## Results and discussion

To lowest order, the gradient correction to the exchange energy grows as $\mu s^2$, where $s$ measures how quickly the electron density varies in space and $\mu$ is a constant of the functional. A small correction should shift the band gap in proportion to its strength. LDA has no such correction, PBEsol has $\mu \approx 0.12$ and PBE has $\mu \approx 0.22$, so if this correction decides the gap, PBEsol should lie a little more than halfway from LDA to PBE. In GaAs that whole span is only about 0.2 eV.

The two steps beyond PBE are larger, about half an electronvolt each. They come from changes of another kind: r2SCAN lets the energy depend on the orbitals as well as on the density, and TB-mBJ replaces the potential by one designed to give good gaps.

Band gaps of GaAs at a fixed cell (cubic edge 5.663 Å), from Kohn-Sham DFT with PAW potentials in VASP 6.6.1, without spin polarisation, spin-orbit coupling or a dispersion correction. All rows use a 520 eV plane-wave cutoff, a 10 × 10 × 10 k mesh and Gaussian smearing of 0.03 eV; the path for the gaps runs through special points of the Brillouin zone.

| functional | potentials | gap on path (eV) | direct gap on path (eV) |
| --- | --- | --- | --- |
| LDA | VASP-PAW-LDA-potentials,-recommended | 0.296 | 0.296 |
| PBE | VASP-PAW-PBE-potentials,-recommended | 0.484 | 0.484 |
| PBEsol | VASP-PAW-PBE-potentials,-recommended | 0.420 | 0.420 |
| r2SCAN | VASP-PAW-PBE-potentials,-recommended | 0.958 | 0.958 |
| TB-mBJ | VASP-PAW-PBE-potentials,-recommended | 1.552 | 1.552 |

The atoms and the cell are the same in all five rows, so the differences come from the functional and the potentials that go with it. The gap on path is the smallest difference in orbital energy between the filled and the empty bands. The direct gap on path is the smallest such difference at a single wave vector. The two agree in every row, so each functional makes GaAs a direct-gap semiconductor, and in this table they disagree only on the size of the gap.

### Small steps: the gradient correction

The scaling argument can be tested on PBEsol. LDA and PBE fix the two ends of a straight line in $\mu$, and PBEsol is then predicted without having been used:

$$E_g^{\text{PBEsol}} \approx E_g^{\text{LDA}} + \frac{0.12}{0.22}\left(E_g^{\text{PBE}} - E_g^{\text{LDA}}\right) \approx 0.40\ \text{eV}.$$

The calculation gives 0.42 eV. The miss of 0.02 eV is about a sixth of the step from LDA to PBEsol that the line is meant to explain.

PBEsol also has a weaker gradient correction to the correlation energy than PBE. If the line is drawn in that coefficient instead, the prediction becomes 0.43 eV, which is slightly closer. One spare point can't decide between the two, and the real functionals change both coefficients at once. The two corrections also have opposite signs, and in PBE they are built to cancel where the density varies only weakly. A line in either coefficient is therefore a rule of thumb, not a derivation. It is compatible with the idea that the gap follows the strength of the gradient correction, but it doesn't explain why a stronger correction opens the gap. LDA was also run with its own set of atomic potentials, whose share in the first step is untested. The other four rows all use potentials made for PBE, and what that does to the gaps of PBEsol, r2SCAN and TB-mBJ is untested too.

### The order of the small steps depends on the cell

The common cell is close to the one that PBEsol itself prefers. In this cell LDA is under a tension of about 1.9 GPa, because it favours shorter bonds, while PBE is under a pressure of about 3.1 GPa, because it favours longer ones. This matters because the lowest empty state of GaAs is antibonding and falls in energy when the bonds stretch. The gap therefore shrinks as the crystal expands, by roughly 0.11 eV for each gigapascal released (a recalled value).

With that coefficient, PBE at its own volume would have a gap of only about 0.14 eV, and LDA would rise to about 0.5 eV. PBEsol would stay near 0.43 eV, so the order of the three would be reversed. These are estimates, not calculations at relaxed volumes, but the shifts are as large as the differences they act on. The sequence LDA, PBEsol, PBE thus describes the functionals at a fixed cell and shouldn't be carried over to relaxed crystals.

The step to r2SCAN is of another size. This functional is nearly free of pressure in the common cell, and its estimated gap at its own volume is still about 0.93 eV. Its lead over the three simpler functionals should therefore survive relaxation.

### The first large step: orbitals enter the energy

LDA, PBEsol and PBE give every electron the same local potential, which is fixed by the density. Theory shows that even the exact local potential would yield too small a gap, because the potential should jump by a constant when an electron is added to the filled bands. The difference between orbital energies leaves out this jump. Adjusting the gradient correction doesn't restore it, so all three of the simplest functionals are expected to give gaps that are too small.

The energy in r2SCAN also depends on the kinetic-energy density, which is built from the orbitals. The resulting operator acts on each orbital through its slope as well as its value, so it can treat filled and empty states differently. Part of the missing jump is then expected to enter the gap. Here the gap doubles, from 0.48 eV with PBE to 0.96 eV with r2SCAN.

The orbital energies of the same two calculations show that this is more than a uniform lift of the empty bands. Measured from the top of the filled bands, the lowest empty state at $\Gamma$, the centre of the Brillouin zone, rises by 0.47 eV. The lowest empty state at L, on the zone boundary, rises by 0.36 eV, and a threefold group of higher states at $\Gamma$ rises by 0.31 eV.

This order follows the character of the states. The single state at $\Gamma$ is s-like, the threefold group is p-like, and the state at L is a mixture of both. Among these three, the more s character a state has, the more r2SCAN lifts it. This isn't a rule for all empty bands: much higher at $\Gamma$, a twofold group that by symmetry has no s character rises slightly more than the lowest empty state. Why the s-like state responds most of the three remains open. Of these empty states, only the s-like one enters the gap, as its upper edge. The unequal rise shows up in the spacing between that state and the one at L.

This has a direct use in modelling GaAs transistors. At high field, electrons in the channel gain enough energy to pass from the light valley at $\Gamma$ to the heavier valleys at L, where they move more slowly. The energy they need is the spacing between the two valleys, which is 0.50 eV with PBE and 0.39 eV with r2SCAN. Measurements put it near 0.3 eV (recalled), so both values are too large. A simple repair of the PBE band structure, moving all empty bands up until the gap is right, would leave this spacing at the PBE value.

### The second large step: a potential designed for gaps

TB-mBJ adds another 0.59 eV and reaches 1.55 eV. Its potential contains a repulsive term built from the ratio of the kinetic-energy density to the electron density. At the strength used for semiconductors, this term is expected to raise the potential in dilute regions relative to dense ones. The filled bonding states lie mostly in the dense regions between neighbouring atoms, while the empty antibonding states reach further into the dilute ones. Theory therefore expects the term to push the empty states up relative to the filled ones. Its strength is set by a formula that was calibrated on measured gaps. The potential is still local and the same for every electron, so the missing jump isn't restored here but imitated by the calibration.

For this reason a good gap from TB-mBJ is what the method was made to deliver, and it is no evidence for other properties. The potential doesn't derive from an energy, so it has no equilibrium volume of its own and can't be placed in the comparison of relaxed cells.

Spin-orbit coupling, which is absent from all five rows, also bears on the comparison with experiment. It splits the top of the filled bands by roughly 0.34 eV (recalled) and raises the highest level by a third of that, so every gap would shrink by about 0.11 eV. TB-mBJ would then give about 1.44 eV, somewhat below the gap of roughly 1.5 eV measured at low temperature (also recalled). The order of the rows would stay the same, but the LDA gap would lose more than a third of its value.

The output printed after this text gives the steps, the interpolation and the estimates for relaxed cells. What remains open is whether the last half electronvolt is shared out like the one before it. For TB-mBJ only the two band edges are available, both of which enter the gap. The energy of its lowest empty state at L would show whether this potential also lifts the s-like state at $\Gamma$ more than the state at L, and so whether it narrows the spacing between the valleys further, keeps it or widens it.

The analysis program printed:

```
Gaps in eV:
     row    gap  above_LDA  gap_less_spin_orbit_estimate
     LDA  0.296          0                        0.1827
     PBE  0.484      0.188                        0.3707
  PBEsol   0.42      0.124                        0.3067
  r2SCAN  0.958      0.662                        0.8447
  TB-mBJ  1.552      1.256                         1.439
Step from PBE to r2SCAN (eV): 0.474
Step from r2SCAN to TB-mBJ (eV): 0.594
PBEsol share of the step from LDA to PBE, computed: 0.6596
PBEsol share expected from the exchange coefficient: 0.5455
PBEsol share expected from the correlation coefficient: 0.6866
PBEsol gap predicted from the exchange coefficient (eV): 0.3985
Miss of that prediction, predicted less computed (eV): -0.02145
PBEsol gap predicted from the correlation coefficient (eV): 0.4251
Miss of that prediction too, predicted less computed (eV): 0.005075
LDA gap estimated at its own volume (eV): 0.5077
PBE gap estimated at its own volume (eV): 0.1432
PBEsol gap estimated at its own volume (eV): 0.4286
r2SCAN gap estimated at its own volume (eV): 0.9293
Lowest conduction state at L above valence top, PBE (eV): 0.9869
Lowest conduction state at L above valence top, r2SCAN (eV): 1.347
Rise of the L state from PBE to r2SCAN (eV): 0.3599
Rise of the p-like triplet at Gamma from PBE to r2SCAN (eV): 0.3116
Spacing from Gamma to L conduction states, PBE (eV): 0.5029
Spacing from Gamma to L conduction states, r2SCAN (eV): 0.3888
Ga 3d depth below valence top, PBE (eV): 14.8
Ga 3d depth below valence top, r2SCAN (eV): 15.23
```
